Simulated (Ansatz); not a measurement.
# Al3Cu: how settings move the results

This session on Al3Cu sets out to sweep the occupation rule and width.

Method: DFT r2SCAN, scalar-relativistic, plane waves, PAW, in Ansatz 0.2.0.

**1. Starting point**

It takes space group P4/mmm (No. 123, tetragonal). The conventional cell has a = 2.778 Å, b = 2.778 Å, c = 7.513 Å, α = 90.00°, β = 90.00°, γ = 90.00°. Al (site symmetry 4/mmm) has 12 Al at 2.78 to 2.85 Å in its first shell of neighbours. Al (site symmetry 4mm) has 4 Cu at 2.60 Å and 8 Al at 2.78 to 2.85 Å in its first shell of neighbours. Around Cu (site symmetry 4/mmm) lie 8 Al at 2.60 Å and 4 Cu at 2.78 Å.

Structure file:

```
CELL_PARAMETERS angstrom
2.77841 0.00000 0.00000
0.00000 2.77841 0.00000
0.00000 0.00000 7.51340
ATOMIC_POSITIONS crystal
Al 0.00000 0.00000 0.50000
Al 0.50000 0.50000 0.22612
Al 0.50000 0.50000 0.77388
Cu 0.00000 0.00000 0.00000
```

Source of the structure: the Materials Project (structure only). It is taken as it stands there.

**2. The base input**

The input, input.yaml:

```yaml
crystal:
  lattice:
    - [2.7784054294, 0.0, 0.0]
    - [0.0, 2.7784054294, 0.0]
    - [0.0, 0.0, 7.51340341]
  atoms:
    - { symbol: Al, position: [0.0, 0.0, 0.5] }
    - { symbol: Al, position: [0.5, 0.5, 0.22611551] }
    - { symbol: Al, position: [0.5, 0.5, 0.77388449] }
    - { symbol: Cu, position: [0.0, 0.0, 0.0] }
basis:
  ecutwfc: 500
kpoints:
  mp_grid: { grid: [16, 16, 6] }
hamiltonian:
  xc: r2scan
scf:
  occupations: { method: gaussian, width: 0.1 }
output:
  forces: true
  stress: true
  eigenvalues: true
  populations: true
  write_density: true
  write_potential: true
  elf: true
  volumetric_format: npy
```

It was run beforehand and gave: -2063.2062 eV/atom at zero smearing, pressure 0.49 GPa, largest force 0.154 eV/Å, no gap on the mesh, in 9 SCF cycles and 65 s.

**3. Occupation rule and width set to Gaussian 0.01 eV**

The input, input.yaml:

```yaml
crystal:
  lattice:
    - [2.7784054294, 0.0, 0.0]
    - [0.0, 2.7784054294, 0.0]
    - [0.0, 0.0, 7.51340341]
  atoms:
    - { symbol: Al, position: [0.0, 0.0, 0.5] }
    - { symbol: Al, position: [0.5, 0.5, 0.22611551] }
    - { symbol: Al, position: [0.5, 0.5, 0.77388449] }
    - { symbol: Cu, position: [0.0, 0.0, 0.0] }
basis:
  ecutwfc: 500
kpoints:
  mp_grid: { grid: [16, 16, 6] }
hamiltonian:
  xc: r2scan
scf:
  occupations: { method: gaussian, width: 0.01 }
output:
  forces: true
  stress: true
  eigenvalues: true
```

The run is started by

```console
$ ansatz run input.yaml --threads 1 --pin off --max-ram 2560MiB --backend cpu --events-out ev --progress --plain --runs-dir out
```

**4. Occupation rule and width set to Gaussian 0.02 eV**

Edit input.yaml of step 3 so:

```diff
@@ -17,3 +17,3 @@
 scf:
-  occupations: { method: gaussian, width: 0.01 }
+  occupations: { method: gaussian, width: 0.02 }
 output:
```

**5. Occupation rule and width: Gaussian 0.2 eV**

Edit input.yaml of step 4 so:

```diff
@@ -17,3 +17,3 @@
 scf:
-  occupations: { method: gaussian, width: 0.02 }
+  occupations: { method: gaussian, width: 0.2 }
 output:
```

**6. Occupation rule and width set to Gaussian 0.3 eV**

Edit input.yaml of step 5 so:

```diff
@@ -17,3 +17,3 @@
 scf:
-  occupations: { method: gaussian, width: 0.2 }
+  occupations: { method: gaussian, width: 0.3 }
 output:
```

**7. Occupation rule and width set to Fermi–Dirac 0.01 eV**

Edit input.yaml of step 6 so:

```diff
@@ -17,3 +17,3 @@
 scf:
-  occupations: { method: gaussian, width: 0.3 }
+  occupations: { method: fermi_dirac, width: 0.01 }
 output:
```

**8. Occupation rule and width: Fermi–Dirac 0.05 eV**

Edit input.yaml of step 7 so:

```diff
@@ -17,3 +17,3 @@
 scf:
-  occupations: { method: fermi_dirac, width: 0.01 }
+  occupations: { method: fermi_dirac, width: 0.05 }
 output:
@@ -22 +22,5 @@
   eigenvalues: true
+  write_density: true
+  write_potential: true
+  elf: true
+  volumetric_format: npy
```

**9. Occupation rule and width set to Fermi–Dirac 0.2 eV**

Edit input.yaml of step 8 so:

```diff
@@ -17,3 +17,3 @@
 scf:
-  occupations: { method: fermi_dirac, width: 0.05 }
+  occupations: { method: fermi_dirac, width: 0.2 }
 output:
@@ -22,5 +22 @@
   eigenvalues: true
-  write_density: true
-  write_potential: true
-  elf: true
-  volumetric_format: npy
```

**10. Occupation rule and width set to Fermi–Dirac 0.5 eV**

Edit input.yaml of step 9 so:

```diff
@@ -17,3 +17,3 @@
 scf:
-  occupations: { method: fermi_dirac, width: 0.2 }
+  occupations: { method: fermi_dirac, width: 0.5 }
 output:
```

**11. Occupation rule and width: Methfessel–Paxton 0.02 eV**

Edit input.yaml of step 10 so:

```diff
@@ -17,3 +17,3 @@
 scf:
-  occupations: { method: fermi_dirac, width: 0.5 }
+  occupations: { method: methfessel_paxton, width: 0.02 }
 output:
```

**12. Occupation rule and width set to Methfessel–Paxton 0.05 eV**

Edit input.yaml of step 11 so:

```diff
@@ -17,3 +17,3 @@
 scf:
-  occupations: { method: methfessel_paxton, width: 0.02 }
+  occupations: { method: methfessel_paxton, width: 0.05 }
 output:
```

**13. Occupation rule and width set to cold 0.2 eV**

Edit input.yaml of step 12 so:

```diff
@@ -17,3 +17,3 @@
 scf:
-  occupations: { method: methfessel_paxton, width: 0.05 }
+  occupations: { method: cold, width: 0.2 }
 output:
```

**14. Occupation rule and width: tetrahedron**

Edit input.yaml of step 13 so:

```diff
@@ -17,3 +17,3 @@
 scf:
-  occupations: { method: cold, width: 0.2 }
+  occupations: { method: tetrahedron }
 output:
```

(Steps that only read results are left out.)

Q: Predict the outcome of the series: the values and the trend.

As calculated:

| quantity | value |
| --- | --- |
| largest energy shift, occupation rule and width | -3.26 meV/atom at tetrahedron |

Smearing shifts the free energy by as much as 134 meV/atom (Fermi–Dirac 0.5); extrapolating to zero width leaves 3.26 at most. For the widths that shift F most, the extrapolation takes out most of the shift. In a metal, forces and stress under tetrahedra need not match the slope of their energy.
